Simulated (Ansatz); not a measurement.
# TaN: random displacements

All numbers below come from DFT PBEsol, scalar-relativistic, plane waves, PAW in Ansatz. The runs took a 420 eV cutoff, a Γ-centred 14×14×14 mesh and Gaussian smearing (0.15 eV). Spin–orbit coupling is left out, which can shift energies with elements as heavy as these. No spin polarisation. Energies are free energies at this smearing, counted from the undisturbed cell; pressure is positive in compression.

Zero of the scan (relaxed at this level; this rock-salt form isn't the usual structure):

```xyz
8
Lattice="4.3757 0.0000 0.0000 0.0000 -4.3757 0.0000 0.0000 0.0000 -4.3757" Properties=species:S:1:pos:R:3 pbc="T T T"
Ta    2.1878    0.0000    0.0000
Ta    0.0000   -2.1878    0.0000
Ta    0.0000    0.0000   -2.1878
Ta    2.1878   -2.1878   -2.1878
N     0.0000    0.0000    0.0000
N     2.1878   -2.1878    0.0000
N     2.1878    0.0000   -2.1878
N     0.0000   -2.1878   -2.1878
```

The atoms are displaced (Å, in the unstrained cell):

```csv
atom,ux,uy,uz
Ta1,-0.006,-0.245,-0.190
Ta2,-0.052,0.662,-0.048
Ta3,-0.318,-0.410,-0.056
Ta4,0.137,-0.014,-0.186
N5,0.063,0.217,0.340
N6,-0.175,-0.067,0.083
N7,0.336,-0.232,-0.023
N8,0.015,0.090,0.080
```

The cell is not strained.

Question: What are the energy change, the stress and the forces?

Answer: ΔE = 1763.8 meV/atom; stress (xx, yy, zz, yz, xz, xy; compression positive) (105.97, 94.12, 66.06, 1.70, -3.08, -5.06) GPa.
```csv
atom,Fx (eV/Å),Fy,Fz
Ta1,-0.69,7.26,2.00
Ta2,1.03,-15.91,0.32
Ta3,23.90,14.37,2.19
Ta4,-3.43,-4.48,2.44
N5,1.31,6.37,-2.96
N6,0.41,-2.24,-3.29
N7,-24.55,5.66,-0.84
N8,2.02,-11.03,0.13
```

Cost: 1 run of about 13 core-minutes, on Arm Neoverse V1 (shared hosts).